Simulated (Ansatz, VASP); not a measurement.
**C: VASP beside Ansatz**

POSCAR

```
C
1.0
    0.0000000000      1.7801417077      1.7000353309
    1.7801417077      0.0000000000      1.7000353309
    1.7801417077      1.7801417077      0.0000000000
C
2
Direct
    0.5000000000      0.5000000000      0.5000000000
    0.7500000000      0.7500000000      0.7500000000
```

Contents of INCAR.step1:

```
SYSTEM = C
PREC = Accurate
ENCUT = 520
ISMEAR = 0
SIGMA = 0.05
LREAL = .FALSE.
LASPH = .TRUE.
NELM = 100
NBANDS = 11
GGA = PE
ALGO = Normal
EDIFF = 1E-4
LWAVE = .TRUE.
LCHARG = .FALSE.
```

The input INCAR.step2:

```
SYSTEM = C
PREC = Accurate
ENCUT = 520
EDIFF = 1E-7
ISMEAR = 0
SIGMA = 0.05
LREAL = .FALSE.
LASPH = .TRUE.
NELM = 100
ALGO = Normal
ISIF = 2
LWAVE = .FALSE.
LCHARG = .TRUE.
METAGGA = R2SCAN
LMIXTAU = .TRUE.
LELF = .TRUE.
LVHAR = .TRUE.
NBANDS = 11
ISTART = 1
```

File KPOINTS:

```
Automatic mesh
0
G
  12 12 12
  0 0 0
```

Input for Ansatz:

```yaml
crystal:
  lattice:
    - [0.0, 1.7801417077, 1.7000353309]
    - [1.7801417077, 0.0, 1.7000353309]
    - [1.7801417077, 1.7801417077, 0.0]
  atoms:
    - { symbol: C, position: [0.5, 0.5, 0.5] }
    - { symbol: C, position: [0.75, 0.75, 0.75] }
basis:
  ecutwfc: 500
kpoints:
  mp_grid: { grid: [12, 12, 12] }
hamiltonian:
  xc: r2scan
scf:
  occupations: { method: gaussian, width: 0.05 }
output:
  forces: true
  stress: true
  eigenvalues: true
```

Change from the starting cell: strain -0.0450 x Voigt [0, 0, 1, 0, 0, 0], atoms carried along.

Alike in both runs: task single point; functional r2SCAN; k mesh 12 × 12 × 12; occupations gaussian, width 0.05 eV; no spin polarisation.

|  | VASP | Ansatz |
| --- | --- | --- |
| version | VASP 6.6.1 | Ansatz 0.2.0 |
| potentials or method | VASP PAW PBE potentials, release 64 (C) | scalar-relativistic, plane waves, PAW |
| plane-wave cutoff (eV) | 520 | 500 |
| valence electrons in the cell | 8 | 8 |

```tsv
	VASP	Ansatz	Ansatz less VASP
gap on the k mesh at the Fermi level (eV)	3.22	3.25	+0.032
least direct gap on the mesh (eV)	5.10	5.15	+0.049
pressure (GPa)	23.9	22.6	-1.31
largest component of the traceless stress (GPa)	30.39	30.45	+0.056
```

With one functional, cell and mesh, what is left measures potentials, basis and numerics.

Caveats: so large a pressure means that the cell lies far from this level's equilibrium, or that cutoff or potentials fall short (VASP); the potentials were made for another functional, which shifts forces and pressure (VASP).
